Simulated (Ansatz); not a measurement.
# As under changes of volume

One of the cells (21.530 Å³/atom); the others are scaled copies at fixed shape and fractional positions:

```
As
1.0
     1.88080    1.08588    3.51406
    -1.88080    1.08588    3.51406
     0.00000   -2.17176    3.51406
As
2
Direct
  0.22600 0.22600 0.22600
  0.77400 0.77400 0.77400
```

```yaml
Program: Ansatz 0.2.0
Functional: PBEsol
Potentials_or_basis: Ansatz PAW
Cutoff: "420 eV (not typed: the program's choice for these potentials)"
k_mesh: 9 × 9 × 9
Occupations: fermi-dirac, width 0.05 eV
Spin: no spin polarisation
```

| volume (Å³/atom) | energy over the lowest point (meV/atom) | pressure (GPa) | largest force (eV/Å) |
| --- | --- | --- | --- |
| 20.239 | ? | ? | ? |
| 20.669 | 10.42 | 3.7 | 0.661 |
| 21.100 | 2.89 | 1.9 | 0.511 |
| 21.530 | 0.00 | 0.3 | 0.370 |
| 21.961 | 1.30 | -1.2 | 0.238 |
| 22.392 | 6.37 | -2.5 | 0.114 |
| 22.822 | 14.86 | -3.8 | 0.002 |

Question: What does the run at 20.239 Å³/atom give?

Answer: Energy over the lowest point 23.08 meV/atom; pressure 5.7 GPa; largest force 0.822 eV/Å.

Worked out: A Birch-Murnaghan fit of order 3 (a polynomial in V^(-2/3)) to the other rows has its minimum at 21.61 Å³/atom with B0 = V·E''(V) = 77 GPa and B' = 4.1 at fixed shape and positions, which overstates the stiffness. It gives 23.05 meV/atom at 20.239 Å³/atom, against the run's 23.08, and -dE/dV = 5.7 GPa, against 5.7.

Energies are extrapolated to zero smearing.

Caveats: the PAW data sets come from PBE, with cores solved anew for the run's functional, which leaves a small shift of forces and pressure.
